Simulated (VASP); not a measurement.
# CaS3 (P4/mmm) in VASP: reference runs

Aim: a first look at CaS3 with PBE, on the cell as given.

Everything below comes from runs of VASP 6.6.1. Logs are shortened: lines on timing, memory, paths and dates and some standing lists are left out, and cuts for length are marked.

## (1) The crystal as given

The structure is tetragonal, space group P4/mmm (No. 123). Conventional cell: a = 5.026 Å, b = 5.026 Å, c = 4.388 Å, α = 90.00°, β = 90.00°, γ = 90.00°. Around Ca (site symmetry 4/mmm) lie 12 S at 3.34 to 3.55 Å. Around S (site symmetry 4/mmm) lie 8 S at 3.34 Å and 4 Ca at 3.55 Å. S (site symmetry mmm) is surrounded by 4 Ca at 3.34 Å and 8 S at 3.34 to 3.55 Å.

The cell was built by a generator and needn't be a form met in nature.

## (2) Single point, PBE

The input, INCAR:

```
SYSTEM = CaS3
PREC = Accurate
ENCUT = 520
EDIFF = 1E-7
ISMEAR = -1
SIGMA = 0.05
LREAL = .False.
LASPH = .True.
NELM = 100
ALGO = Normal
ISIF = 2
LWAVE = .False.
LCHARG = .False.
GGA = PE
NBANDS = 22
```

The input, KPOINTS:

```
regular mesh
0
Gamma
  6 6 6
  0 0 0
```

The input, POSCAR:

```
CaS3
1.0
    5.0263789000      0.0000000000      0.0000000000
    0.0000000000      5.0263789000      0.0000000000
    0.0000000000      0.0000000000      4.3878989600
Ca S
1 3
Direct
    0.0000000000      0.0000000000      0.0000000000
    0.5000000000      0.5000000000      0.0000000000
    0.0000000000      0.5000000000      0.5000000000
    0.5000000000      0.0000000000      0.5000000000
```

Potentials or basis: VASP PAW PBE potentials, release 64 (Ca_sv, S).

Run with:

```
cat potpaw_PBE.64/Ca_sv/POTCAR potpaw_PBE.64/S/POTCAR > POTCAR
mpirun -np 1 vasp_std > vasp.out
```

OUTCAR:

```text
SYSTEM = CaS3
   PREC = Accurate
   ENCUT = 520
   EDIFF = 1E-7
   ISMEAR = -1
   LREAL = .False.
   LASPH = .True.
   NELM = 100
   ISIF = 2
   GGA = PE

 ion  position               nearest neighbor table
   1  0.000  0.000  0.000-
   2  0.500  0.500  0.000-
   3  0.000  0.500  0.500-
   4  0.500  0.000  0.500-

  LATTYP: Found a simple tetragonal cell.
 ALAT       =     5.0263789000
 C/A-ratio  =     0.8729741723

  Lattice vectors:

 A1 = (   5.0263789000,   0.0000000000,   0.0000000000)
 A2 = (   0.0000000000,   5.0263789000,   0.0000000000)
 A3 = (   0.0000000000,   0.0000000000,   4.3878989600)

Analysis of symmetry for initial positions (statically):
=====================================================================
 Subroutine PRICEL returns:
 Original cell was already a primitive cell.

 Routine SETGRP: Setting up the symmetry group for a
 simple tetragonal supercell.

 Subroutine GETGRP returns: Found 16 space group operations
 (whereof 16 operations were pure point group operations)
 out of a pool of 16 trial point group operations.

The static configuration has the point symmetry D_4h.

Analysis of symmetry for dynamics (positions and initial velocities):
=====================================================================
 Subroutine PRICEL returns:
 Original cell was already a primitive cell.

 Routine SETGRP: Setting up the symmetry group for a
 simple tetragonal supercell.

 Subroutine GETGRP returns: Found 16 space group operations
 (whereof 16 operations were pure point group operations)
 out of a pool of 16 trial point group operations.

The dynamic configuration has the point symmetry D_4h.

 Subroutine INISYM returns: Found 16 space group operations
 (whereof 16 operations are pure point group operations),
 and found     1 'primitive' translations

----------------------------------------------------------------------------------------

                                     Primitive cell

  volume of cell :     110.8580

  direct lattice vectors                    reciprocal lattice vectors
     5.026378900  0.000000000  0.000000000     0.198950382  0.000000000  0.000000000
[... 84 lines left out ...]
   ISPIN  =      1    spin polarized calculation?
   LNONCOLLINEAR =      F non collinear calculations
   LSORBIT =      F    spin-orbit coupling
   LASPH  =      T    aspherical Exc in radial PAW
   ENCUT  =  520.0 eV  38.22 Ry    6.18 a.u.   9.35  9.35  8.16*2*pi/ulx,y,z
   NELM   =    100;   NELMIN=  2; NELMDL= -5     # of ELM steps
   EDIFF  = 0.1E-06   stopping-criterion for ELM
   LREAL  =      F    real-space projection
   EDIFFG = 0.1E-05   stopping-criterion for IOM
   NSW    =      0    number of steps for IOM
   IBRION =     -1    ionic relax: 0-MD 1-quasi-New 2-CG
   NFREE  =      0    steps in history (QN), initial steepest desc. (CG)
   ISIF   =      2    stress and relaxation
   ISYM   =      2    0-nonsym 1-usesym 2-fastsym
   POTIM  = 0.5000    time-step for ionic-motion
   TEBEG  =    0.0;   TEEND  =   0.0 temperature during run
   PSTRESS=    0.0 pullay stress
   NELECT =      28.0000    total number of electrons
   NUPDOWN=      -1.0000    fix difference up-down
   EMIN   =  10.00;   EMAX   =-10.00  energy-range for DOS
   EFERMI =   0.00;   METHOD = LEGACY
   ISMEAR =    -1;   SIGMA  =   0.05  broadening in eV -4-tet -1-fermi 0-gaus
   EFERMI_NEDOS =   21; number of points for ismear=-14 and -15
   IALGO  =     38    algorithm
   IMIX   =      4    mixing-type and parameters
     AMIX     =   0.40;   BMIX     =  1.00
     AMIX_MAG =   1.60;   BMIX_MAG =  1.00
  volume/ion in A,a.u.               =      27.71       187.03
  Fermi-wavevector in a.u.,A,eV,Ry     =   1.034837  1.955558 14.570302  1.070887
  Thomas-Fermi vector in A             =   2.169151
   LORBIT       =      0    0 simple, 1 ext, 2 COOP (PROOUT), +10 PAW based schemes
   GGA     = PE    functional components
   LHFCALC =     F    Hartree Fock is set to
   AEXX    =    0.0000 exact exchange contribution
   IVDW    =     0    specifies the selected vdW correction
   LEPSILON=     F    determine dielectric tensor
   LRPA    =     F    only Hartree local field effects (RPA)
 non-spin polarized calculation
  energy-cutoff  :      520.00
  volume of cell :      110.86
 maximum number of plane-waves:      3029
 NGX is ok and might be reduce to    40
   NGX = 19   NGY = 19   NGZ = 17

 number of electron      27.9999998 magnetization

 Free energy of the ion-electron system (eV)
  ---------------------------------------------------
  ext. energy  EPLUGINS =         0.00000000
  ---------------------------------------------------
  free energy    TOTEN  =       -14.13568646 eV

  energy without entropy =      -14.09773487  energy(sigma->0) =      -14.11671066

 E-fermi :   1.8566     XC(G=0):  -8.6331

 val. band max:        1.8307096488   @ k =   0.5000   0.3333   0.1667
 cond. band min:       1.8665777209   @ k =   0.3333   0.1667   0.0000
 fundamental gap:      0.0358680721
 Fermi energy:         1.8566023919

 k-point     1 :       0.0000    0.0000    0.0000
  band No.  band energies     occupation
      1     -39.4091      2.00000
      2     -20.3475      2.00000
      3     -20.3475      2.00000
      4     -20.3292      2.00000
      5     -10.5314      2.00000
      6      -8.9611      2.00000
[... 589 lines left out ...]
     21       6.4640      0.00000
     22       7.5236      0.00000

 [... further k-points ...]

------------------------ aborting loop because EDIFF is reached ----------------------------------------

  FORCE on cell =-STRESS in cart. coord.  units (eV):
  Direction    XX          YY          ZZ          XY          YZ          ZX
  --------------------------------------------------------------------------------------
  -------------------------------------------------------------------------------------
  Total       -6.8391327     -6.8391327     -8.0321583      0.0000000      0.0000000      0.0000000
  in kB      -98.8426874    -98.8426874   -116.0849124      0.0000000      0.0000000      0.0000000
  external PRESSURE =    -104.5900957 kB  Pullay stress =       0.0000000 kB

 VOLUME and BASIS-vectors are now :
 -----------------------------------------------------------------------------
  energy-cutoff  :      520.00
  volume of cell :      110.86
      direct lattice vectors                 reciprocal lattice vectors
     5.026378900  0.000000000  0.000000000     0.198950382  0.000000000  0.000000000
     0.000000000  5.026378900  0.000000000     0.000000000  0.198950382  0.000000000
     0.000000000  0.000000000  4.387898960     0.000000000  0.000000000  0.227899505

 POSITION                                       TOTAL-FORCE (eV/Angst)
 -----------------------------------------------------------------------------------
      0.00000      0.00000      0.00000         0.000000      0.000000      0.000000
      2.51319      2.51319      0.00000         0.000000      0.000000      0.000000
      0.00000      2.51319      2.19395         0.000000      0.000000      0.000000
      2.51319      0.00000      2.19395         0.000000      0.000000      0.000000
 -----------------------------------------------------------------------------------
    total drift:                                0.000000      0.000000     -0.000000

  FREE ENERGIE OF THE ION-ELECTRON SYSTEM (eV)
  ---------------------------------------------------
  free  energy   TOTEN  =       -14.1356864575 eV

  energy  without entropy=      -14.0977348718  energy(sigma->0) =      -14.11671066
```

stdout:

```text
POSCAR found type information on POSCAR CaS
 POSCAR found :  2 types and       4 ions
 scaLAPACK will be used
 LDA part: xc-table for (Slater+PW92), standard interpolation
 POSCAR, INCAR and KPOINTS ok, starting setup
 FFT: planning ... GRIDC
 FFT: planning ... GRID_SOFT
 FFT: planning ... GRID
 WAVECAR not read
 entering main loop
```

Run time: 44 s. Hardware: 1 thread of Intel Xeon 6975P-C (Granite Rapids), shared host; peak memory 0.27 GiB.

What came out:

```
Free energy            : -14.1357 eV
Pressure               : -10.5 GPa
Band gap on the k mesh : none (metal or under the smearing width)
```

Stress tensor (GPa, compression positive):
```
 -9.88   0.00   0.00
  0.00  -9.88   0.00
  0.00   0.00 -11.61
```
